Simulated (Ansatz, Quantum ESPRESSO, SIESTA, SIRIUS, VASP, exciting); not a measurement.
**One calculation of PbSe, 10 ways**

```
Pb Se
1.0
     0.00000    3.06065    3.06065
     3.06065    0.00000    3.06065
     3.06065    3.06065    0.00000
Pb Se
1 1
Direct
  0.00000 0.00000 0.00000
  0.50000 0.50000 0.50000
```

Alike in all runs: task band structure; functional PBE; k mesh 8 × 8 × 8; occupations fermi-dirac, width 0.05 eV; no spin polarisation; no spin-orbit coupling. Pressure is positive in compression and, in plane waves, holds the error of the finite cutoff, which Ansatz's Pulay term estimates and takes out. Gaps are the smaller of the mesh's and the band path's.

| program and potentials | plane-wave cutoff (eV) | notes | band gap (eV) | pressure (GPa) |
| --- | --- | --- | --- | --- |
| Ansatz, Ansatz PAW large core | 420 | 10 valence electrons an atom on average | 0.29 | 2.42 |
| Ansatz, Ansatz PAW polarizable | 420 | 15 valence electrons an atom on average | 0.29 | 2.42 |
| Ansatz, Ansatz PAW | 420 | 15 valence electrons an atom on average | 0.29 | 2.42 |
| SIESTA, files PseudoDojo sr-pbe-0.4.1-standard, SZP (energy shift 0.05 Ry) | - | atomic basis; 15 valence electrons an atom on average | 0.45 | -11.03 |
| SIRIUS, all-electron FP-LAPW (ZORA valence), apw+lo standard | - | - | 0.29 | - |
| VASP, PBE PAW files Pb_d_GW, Se_GW, 550 eV | 550 | 11 valence electrons an atom on average | 0.29 | 2.40 |
| VASP, PBE PAW files Pb, Se, release 54, 500 eV | 500 | 5 valence electrons an atom on average | 0.29 | 2.16 |
| Ansatz, all-electron LAPW, scalar-relativistic | - | - | 0.29 | 2.42 |
| Quantum ESPRESSO, PseudoDojo 0.4.1 SR PBE standard | 1170 | 15 valence electrons an atom on average | 0.30 | 2.41 |
| exciting, all-electron LAPW+lo, shipped species files, valence relativity iora* | - | - | 0.29 | - |

The band gap spans 0.29 (Ansatz, all-electron LAPW, scalar-relativistic) to 0.45 eV (SIESTA, files PseudoDojo sr-pbe-0.4.1-standard, SZP (energy shift 0.05 Ry)), with all-electron results at 0.29. The pressure spans -11.03 (SIESTA, files PseudoDojo sr-pbe-0.4.1-standard, SZP (energy shift 0.05 Ry)) to 2.42 GPa (Ansatz, all-electron LAPW, scalar-relativistic), with all-electron results at 2.42. Spin-orbit coupling, left out here, moves the band edges of heavy atoms. Rows in atomic bases carry the error of their basis and grid, which can be large.

The functional is the same throughout but for its coding, so the spread measures potentials, basis and numerics; runs on potential files found faulty are left out.
